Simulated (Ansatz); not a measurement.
Input, command and steps of an Ansatz relaxation.

```yaml
crystal:
  lattice:
    - [5.5192519631, 0.0, 0.0]
    - [0.0, 5.3839761797, 0.0]
    - [0.0, 0.0, 7.9396040952]
  atoms:
    - { symbol: Cs, position: [0.0, 0.0, 0.0] }
    - { symbol: Cs, position: [0.5, 0.5, 0.5] }
basis:
  ecutwfc: 420
kpoints:
  mp_grid: { grid: [8, 8, 6] }
hamiltonian:
  xc: pbe
scf:
  occupations: { method: gaussian, width: 0.1 }
output:
  forces: true
  stress: true
  eigenvalues: true
relax:
  adjacent_minimum: "off"
  f_tol: 0.008
  max_steps: 40
  cell: { stress_tol: 0.015, fix: [a, angles] }
```

```bash
ansatz run input.yaml --threads 1 --pin off --max-ram 1331MiB --backend cpu --events-out ev --progress --plain --runs-dir out
```

Computed with DFT PBE, scalar-relativistic, plane waves, PAW (Ansatz 0.2.0).

Of 8 frames 7 are shown, positions in Å and forces in eV/Å; the SCF threshold varies from step to step. Steps run on the plane waves of an earlier cell, with a Pulay correction in the pressure. The basis is chosen afresh for the last frame, the zero of the energies, and at times for earlier ones too; energy and pressure step there, also at an unchanged geometry.

```xyz
2
Lattice="5.5193 0.0000 0.0000 0.0000 5.3840 0.0000 0.0000 0.0000 7.9396" Properties=species:S:1:pos:R:3:forces:R:3 pbc="T T T" step=1 free_energy_over_end_meV_per_atom=0.80 pressure_GPa=-0.01
Cs    0.0000    0.0000    0.0000    0.0000    0.0000    0.0000
Cs    2.7596    2.6920    3.9698    0.0000    0.0000    0.0000
2
Lattice="5.5193 0.0000 0.0000 0.0000 5.3878 0.0000 0.0000 0.0000 7.9345" Properties=species:S:1:pos:R:3:forces:R:3 pbc="T T T" step=2 free_energy_over_end_meV_per_atom=0.77 pressure_GPa=-0.01
Cs    0.0000    0.0000    0.0000    0.0000    0.0000    0.0000
Cs    2.7596    2.6939    3.9672    0.0000    0.0000    0.0000
2
Lattice="5.5193 0.0000 0.0000 0.0000 5.5512 0.0000 0.0000 0.0000 7.7028" Properties=species:S:1:pos:R:3:forces:R:3 pbc="T T T" step=3 free_energy_over_end_meV_per_atom=0.05 pressure_GPa=-0.01
Cs    0.0000    0.0000    0.0000    0.0000    0.0000    0.0000
Cs    2.7596    2.7756    3.8514    0.0000    0.0000    0.0000
2
Lattice="5.5193 0.0000 0.0000 0.0000 5.5666 0.0000 0.0000 0.0000 7.6730" Properties=species:S:1:pos:R:3:forces:R:3 pbc="T T T" step=4 free_energy_over_end_meV_per_atom=0.03 pressure_GPa=-0.01
Cs    0.0000    0.0000    0.0000    0.0000    0.0000    0.0000
Cs    2.7596    2.7833    3.8365    0.0000    0.0000    0.0000
2
Lattice="5.5193 0.0000 0.0000 0.0000 5.5762 0.0000 0.0000 0.0000 7.6423" Properties=species:S:1:pos:R:3:forces:R:3 pbc="T T T" step=5 free_energy_over_end_meV_per_atom=0.01 pressure_GPa=0.00
Cs    0.0000    0.0000    0.0000    0.0000    0.0000    0.0000
Cs    2.7596    2.7881    3.8211    0.0000    0.0000    0.0000
2
Lattice="5.5193 0.0000 0.0000 0.0000 5.5747 0.0000 0.0000 0.0000 7.6241" Properties=species:S:1:pos:R:3:forces:R:3 pbc="T T T" step=6 free_energy_over_end_meV_per_atom=0.00 pressure_GPa=0.00
Cs    0.0000    0.0000    0.0000    0.0000    0.0000    0.0000
Cs    2.7596    2.7873    3.8121    0.0000    0.0000    0.0000
2
Lattice="5.5193 0.0000 0.0000 0.0000 5.5663 0.0000 0.0000 0.0000 7.6241" Properties=species:S:1:pos:R:3:forces:R:3 pbc="T T T" step=8 free_energy_over_end_meV_per_atom=0.00 pressure_GPa=0.01
Cs    0.0000    0.0000    0.0000    0.0000    0.0000    0.0000
Cs    2.7596    2.7832    3.8120    0.0000    0.0000    0.0000
```